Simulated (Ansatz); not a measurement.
Space group P4/mmm (No. 123). a = 2.859 Å, b = 2.859 Å, c = 2.869 Å, α = 90.00°, β = 90.00°, γ = 90.00°
```json
{"atom": "Al", "site": "1a", "symmetry": "4/mmm", "x": "0.0000", "y": "0.0000", "z": "0.0000"}
{"atom": "Ni", "site": "1d", "symmetry": "4/mmm", "x": "0.5000", "y": "0.5000", "z": "0.5000"}
```

Equation of state of this AlNi structure (not necessarily the ground state), with shape and atoms relaxed at each volume where symmetry leaves them free. It has no gap at any of these volumes. The calculation used DFT PBEsol, scalar-relativistic, plane waves, PAW (Ansatz 0.2.0).

Cutoff 420 eV; k points 16×16×14 on the computed 2-atom cell (Γ-centred); Gaussian smearing, width 0.10 eV; no spin polarisation.

| V (Å³/atom) | E − E(largest V) (meV/atom) | P (GPa) |
| --- | --- | --- |
| 10.317 | 60.71 | 29.18 |
| 10.669 | 6.99 | 20.03 |
| 11.020 | -28.20 | 12.25 |
| 11.372 | -47.62 | 5.63 |
| 11.724 | -53.62 | 0.00 |
| 12.076 | -48.17 | -4.81 |
| 12.427 | -32.97 | -8.90 |
| 12.896 | 0.00 | -13.43 |

Task: Fit a third-order Birch–Murnaghan equation to E(V).

Result: V0 = 11.72 Å³/atom, B0 = 173 GPa, B0' = 4.3.